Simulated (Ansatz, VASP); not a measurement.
**InSb: VASP beside Ansatz**

```
CELL_PARAMETERS angstrom
0.00000 3.23910 3.20671
3.23910 0.00000 3.20671
3.23910 3.23910 0.00000
ATOMIC_POSITIONS crystal
In 0.00000 0.00000 0.00000
Sb 0.75000 0.75000 0.75000
```

Change from the starting cell: zz strain of -1 %.

Alike in both runs: task single point; functional PBEsol; k mesh 9 × 9 × 9; occupations fermi-dirac, width 0.05 eV; no spin polarisation.

|  | VASP | Ansatz |
| --- | --- | --- |
| version | VASP 6.6.1 | Ansatz 0.2.0 |
| potentials or method | VASP PAW PBE potentials, release 64 (In_d, Sb), cutoff 520 eV | all-electron LAPW, scalar-relativistic |

|  | VASP | Ansatz | Ansatz less VASP |
| --- | --- | --- | --- |
| pressure (GPa) | 1.3 | 1.3 | -0.01 |
| largest component of the traceless stress (GPa) | 0.18 | 0.18 | 0.000 |

Ansatz ran all-electron here, so the differences hold the error of VASP's frozen core and of both bases.

Caveats: the PAW data sets were made with another functional, which shifts forces and pressure a little (VASP). Spin-orbit coupling is left out, which matters for the levels of Sb.
